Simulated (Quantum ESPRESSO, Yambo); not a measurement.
# Quasiparticle gap of InP (F-43m) in Yambo, part 3 of 3

How does a plane-wave GW calculation on InP (F-43m) run from the first input to the gap?

Quantum ESPRESSO 7.5 and Yambo 5.3.0; PBE and many-body steps on it, plane waves. Known limits of the many-body steps: not at the basis limit; coarse k mesh.

So far. Step 3 (Bands along the symmetry lines): The gap is 0.681 eV, as in the run before at this level. Step 4 (Empty states on the mesh, 4×4×4 mesh, 510 bands): On this mesh the gap is 0.681 eV.

The database entry behind the starting cell differs from later determinations by our own check (0.1 to 0.3 % short, probably kX units), so it need not match the best structure at ambient conditions.

## (6) Screening and self-energy, 4×4×4 mesh, 510 bands, screening to 231.3 eV

G0W0 replaces the xc potential by the self-energy, built once from these orbitals. Only a window of levels is corrected, while the sums run over the empty bands that the input names.

This step: G0W0 on PBE with spin-orbit coupling, plane waves, norm-conserving pseudopotentials.

The input, gw4.in:

```
HF_and_locXC
gw0
dyson
ppa
em1d
rim_cut
RandQpts= 1000000
RandGvec= 1 RL
EXXRLvcs= 70 Ry
VXCRLvcs= 280 Ry
Chimod= "HARTREE"
% BndsRnXp
 1 | 510 |
%
NGsBlkXp= 17 Ry
% LongDrXp
 1 | 1 | 1 |
%
% GbndRnge
 1 | 510 |
%
DysSolver= "n"
ExtendOut
PPAPntXp= 27.21138 eV
% QPkrange
 1 | 1 | 23 | 30 |
%
```

On the command line:

```console
$ OMP_NUM_THREADS=1 mpirun -n 8 yambo -F gw4.in -J gw4 -C gw4 > gw4.log
```

What it wrote:

```text
 Yambo, version 5.3.0

 [02] CORE Variables Setup
 =========================

  [... cell, symmetries and grids as in the set-up ...]

  [02.05] Energies & Occupations
  ==============================

  [X] === General ===
  [X] Electronic Temperature                        :  0.000000  0.000000 [eV K]
  [X] Bosonic    Temperature                        :  0.000000  0.000000 [eV K]
  [X] Finite Temperature mode                       : no
  [X] El. density                                   :  0.51656E+24 [cm-3]
  [X] Fermi Level                                   :  8.349859 [eV]

  [X] === Gaps and Widths ===
  [X] Conduction Band Min                           :  0.681322 [eV]
  [X] Valence Band Max                              :  0.000000 [eV]
  [X] Filled Bands                                  :  26
  [X] Empty Bands                                   :    27   510
  [X] Direct Gap                                    :  0.681322 [eV]
  [X] Direct Gap localized at k                     :  1
  [X] Indirect Gap                                  :  0.681322 [eV]
  [X] Indirect Gap between kpts                     :  1  1
  [X] Last valence band width                       :  2.878634 [eV]
  [X] 1st conduction band width                     :  3.579014 [eV]

 [03] Transferred momenta grid and indexing
 ==========================================

 IBZ Q-points                                      :   8
 BZ  Q-points                                      :   64

 K/Q-points units:
 rlu = crystal or reduced units; cc = cartesian coordinates; iku = interal k-units

 Q [1]          [rlu]:  0.000000  0.000000  0.000000
 Q [2]          [rlu]:  0.54193E-16  0.26437E-16  0.25000
 Q [3]          [rlu]: -0.10839E-15 -0.52875E-16 -0.50000
 Q [4]          [rlu]: -0.87374E-19  0.25000      0.25000
 Q [5]          [rlu]:  0.23853E-16  0.25000      0.50000
 Q [6]          [rlu]:  0.44978E-16  0.25000     -0.25000
 Q [7]          [rlu]:  0.17475E-18 -0.50000     -0.50000
 Q [8]          [rlu]:  0.250000 -0.500000 -0.250000

 [04] Coloumb potential Random Integration (RIM)
 ===============================================

  [04.01] RIM initialization
  ==========================

  * Diagonal components only detected *

  8 x (sBL volume)        :  0.091285 [a.u.]
  sBZ random points       :  1000000
  Points outside the sBZ  :   7999624
  RL volume               :  0.730277 [a.u.]
  Integrated volume       :  0.730312 [a.u.]

  [04.02] RIM integrals
  =====================

  Gamma point sphere radius             :  0.081674 [a.u.]
  Points outside the sphere             :   799635
  [Int_sBZ(q=0) 1/q^2]*(Vol_sBZ)^(-1/3) =:  7.763403
                                 should be <:  7.795600

  Summary of Coulomb integrals for non-metallic bands |Q|[au] RIM/Bare

  Q [1] 0.100000E-4 0.995870 * Q [2] 0.245646 1.064378
  Q [4] 0.283648 1.062979 * Q [6] 0.401138 1.025806
  Q [5] 0.470377 1.018843 * Q [3] 0.491292 1.016674
  Q [7] 0.567295 1.013309 * Q [8] 0.634256 1.010147

 [05] Dipoles
 ============

  [05.01] Setup: observables and procedures
  =========================================

  [WARNING] [x,Vnl] slows the Dipoles computation. To neglect it rename the ns.kb_pp file

 [06] Dynamic Dielectric Matrix (PPA)
 ====================================

 [SLK-Inversion]  Pools        :  2
 [SLK-Inversion]  BLACS grid   :  2  2

 [WR./gw4//ndb.pp]---------------------------------------------------------------
  Brillouin Zone Q/K grids (IBZ/BZ)                :    8   64    8   64
  RL vectors                                       :   4279 [WF]
  Coulomb cutoff potential                         : none
  Electronic Temperature                           :  0.000000 [K]
  Bosonic    Temperature                           :  0.000000 [K]
  PPA    diel. fun.  energies                      : Perdew, Burke & Ernzerhof(X)+Perdew, Burke & Ernzerhof(C)
  wavefunctions                                    : Perdew, Burke & Ernzerhof(X)+Perdew, Burke & Ernzerhof(C)
  Global Gauge                                     : length
  X matrix size                                    :   459
  X band range                                     :     1   510
  X e/h energy range                               : -1.000000 -1.000000 [eV]
  X Time ordering                                  : R
  X Hxc Kernel                                     : HARTREE
  X Drude frequency                                :  0.000000  0.000000
  X poles                                          :  100.0000 [o/o]
  RL vectors in the sum                            :   4279
  [r,Vnl] included                                 : yes
  Field direction                                  :  0.577350E-5  0.577350E-5  0.577350E-5
  BZ energy Double Grid                            : no
  BZ energy DbGd points                            : 0
  BZ Q point size factor                           : -1.000000
  X Optical Averaged directions                    : none

 [07] Local Exchange-Correlation + Non-Local Fock
 ================================================

 [VXC] Plane waves :  26813
 [EXS] Plane waves :   3479

 QP @ state[ 1 ] K range:  1  1
 QP @ state[ 1 ] b range:  23  30

 [xc] Functional : Perdew, Burke & Ernzerhof(X)+Perdew, Burke & Ernzerhof(C)
 [xc] LIBXC used to calculate xc functional
  PP Number of Atomic Species                      :  2
  NLCC RL compoments                               :  26813
  PP Number of Atomic Species                      :  2
  NLCC RL compoments                               :  26813

 [xc] E_xc :  -18.18276 [Ha]
      E_xc :  -36.36553 [Ry]

  Local XC kind (lXC) : Perdew, Burke & Ernzerhof(X)+Perdew, Burke & Ernzerhof(C)
  Non-Local XC kind (nlXC) : Hartree-Fock

  Corrections @ K [1] :  [eV]
 <23|nlXC|23> = -14.65885 -0.79046E-18 <23|lXC|23> = -12.89747  0.000000
 <24|nlXC|24> = -14.65882 -0.88292E-17 <24|lXC|24> = -12.89747  0.47204E-16
 <25|nlXC|25> = -14.65885  0.20728E-16 <25|lXC|25> = -12.89747  0.000000
 <26|nlXC|26> = -14.65881 -0.48985E-17 <26|lXC|26> = -12.89747  0.000000
 <27|nlXC|27> = -7.789106  0.50407E-17 <27|lXC|27> = -11.72338  0.000000
 <28|nlXC|28> = -7.789106  0.11436E-17 <28|lXC|28> = -11.72338  0.000000
 <29|nlXC|29> = -6.481907  0.18699E-17 <29|lXC|29> = -10.86547  0.18882E-15
 <30|nlXC|30> = -6.481907  0.14267E-17 <30|lXC|30> = -10.86547  0.000000

 [08] Dyson equation: Newton solver
 ==================================

  [08.01] G0W0 (W PPA)
  ====================

  [  GW  ] Bands range     :     1   510
  [GW/PPA] G damping       :  0.100000 [eV]

  QP @ state[ 1 ] K range:  1  1
  QP @ state[ 1 ] b range:  23  30

   Sc/G bands                                       :     1   510
   Sc/G damping                                     :  0.100000 ev
   Sc bands terminator                              : no
   Sx RL components                                 :   3479

   QP @ state[ 1 ] K range                          :  1  1
   QP @ state[ 1 ] b range                          :  23  30
   GF energies kind                                 : Perdew, Burke & Ernzerhof(X)+Perdew, Burke & Ernzerhof(C)
   GF WF`s kind                                     : Perdew, Burke & Ernzerhof(X)+Perdew, Burke & Ernzerhof(C)
   Xs energies kind                                 : Perdew, Burke & Ernzerhof(X)+Perdew, Burke & Ernzerhof(C)
   Xs WF`s kind                                     : Perdew, Burke & Ernzerhof(X)+Perdew, Burke & Ernzerhof(C)

 [11] Game Over & Game summary
```

The job ended after 32 min (8 MPI ranks of Intel Xeon Platinum 8375C at 2.90GHz (Ice Lake), shared host; peak memory 9.2 GiB; 4.1 h of CPU time).

This step gave:

- G0W0 gap on the points computed: 1.378 eV
- starting gap on the mesh: 0.6813 eV
- k of the valence top: 0, 0, 0
- k of the conduction bottom: 0, 0, 0
- least direct G0W0 gap on the computed points: 1.378 eV
- Z at the valence top: 0.7805
- Z at the conduction bottom: 0.7939

The gap on the mesh goes from 0.68 eV to 1.38 eV, a correction of +0.70 eV.

Limits: finite bands, cutoff and mesh; coarse k mesh. v1 is the top filled band, c1 the lowest empty one. The levels before and after the correction (eV, zero at the valence-band top of each column):

```
           conduction bottom  valence top
Kohn-Sham               0.68         0.00
     G0W0               1.38         0.00
```

```
             level  energy (eV)
Kohn-Sham  Γ v4-v1        0.000
Kohn-Sham  Γ c1-c2        0.681
Kohn-Sham  Γ c3-c4        3.747
     G0W0  Γ v4-v1        0.000
     G0W0  Γ c1-c2        1.378
     G0W0  Γ c3-c4        4.581
```

## (7) Where the time went

Times are wall times on the hardware named with each run, good to a factor of about two.

```
                          step     time  share  memory (GiB)
                  ground state     27 s    1 %          0.86
bands along the symmetry lines     23 s    1 %          0.71
      empty states on the mesh  1.8 min    5 %           1.9
         conversion and set-up    4.5 s    0 %          0.25
     screening and self-energy   32 min   92 %           9.2
```

## (8) Outcome

```json
{"PBE gap": "0.68 eV, direct", "G0W0 gap on the mesh": "1.38 eV", "GW settings": "4×4×4 mesh, 510 bands, screening to 231.3 eV, Godby-Needs plasmon pole", "known limits": "not at the basis limit; coarse k mesh"}
```

In words: G0W0 moves the gap on the mesh from 0.68 eV to 1.38 eV (+0.70 eV), with Z of 0.78 and 0.79 at the edges. Only 1 of the mesh's irreducible points was corrected, so a valley elsewhere could overtake. The dearest step here is «screening and self-energy». Bands and cutoff are finite, so the gap is not at the basis limit. The miss can reach some tenths of an eV and take either sign; the mesh is an error of its own. In the G0W0 run levels were corrected at 1 k point alone, so a gap called «on the mesh» is the least over those, and an edge elsewhere would be missed. The 4×4×4 mesh is coarse for this cell, which bears on the long-range parts of exchange and screening.

[Paths, hosts, dates, memory and timing lines, banners, echoed tables and standing remarks are left out of the program output.]

[Logs are printed without paths, hosts, clocks, repeated set-up lines and the standing remarks that a program may print on its own settings, such as how far it seeks lower states.]

[Runs of the session that timed out or met a known fault of the program may be left out.]

[Hosts, paths, dates, database ids (printed as entryN), source tags and the programs' standing remarks are cut or masked in the printed files.]
